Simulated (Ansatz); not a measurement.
Runs of Ansatz 0.2.0 on LiCl. Symmetry: Fm-3m, No. 225, cubic system. The conventional cell has a = 5.130 Å, b = 5.130 Å, c = 5.130 Å, α = 90.00°, β = 90.00°, γ = 90.00°. Around Cl (site symmetry m-3m) lie 6 Li at 2.56 Å. Li (site symmetry m-3m) has 6 Cl at 2.56 Å as nearest neighbours. 

```tsv
task	level	cell	smearing	points for each segment of the path	gap on the mesh (eV)	pressure (GPa)	relaxed volume (Å³/atom)
single point	PBE	as given	gaussian 0.011 eV	-	6.33	0.4	-
band structure	LDA	as given	fermi-dirac 0.05 eV	14	5.99	-3.2	-
band structure	RPBE	as given	fermi-dirac 0.05 eV	14	6.58	2.4	-
relaxation of cell and atoms	PBE	relaxed	fermi-dirac 0.05 eV	-	6.26	0.0	(d)
relaxation of cell and atoms	PBEsol	relaxed	fermi-dirac 0.05 eV	-	(c)	0.0	16.22
relaxation of cell and atoms	LDA	relaxed	fermi-dirac 0.05 eV	-	6.54	0.0	(b)
band structure	revPBE	as given	fermi-dirac 0.05 eV	14	6.53	(a)	-
band structure	PBE	as given	fermi-dirac 0.05 eV	14	6.33	0.4	-
```

Alike in all rows: potentials or basis Ansatz PAW; no spin polarisation; k mesh 9 × 9 × 9; cutoff (eV) 420.

Task: Estimate the missing entries.

Result: (a) 2.1; (b) 15.29; (c) 6.35; (d) 17.08.

Caveats: the PAW data sets come from PBE, with cores solved anew for the run's functional, which leaves a small shift of forces and pressure (some runs); odd divisions of the mesh miss points on the zone boundary, where band edges often lie, so the gap on the mesh can be too wide (some runs); the plane-wave basis is chosen anew once the cell has moved, so the energies of steps on either side of that aren't comparable (some runs).

A k mesh can miss the band edges.
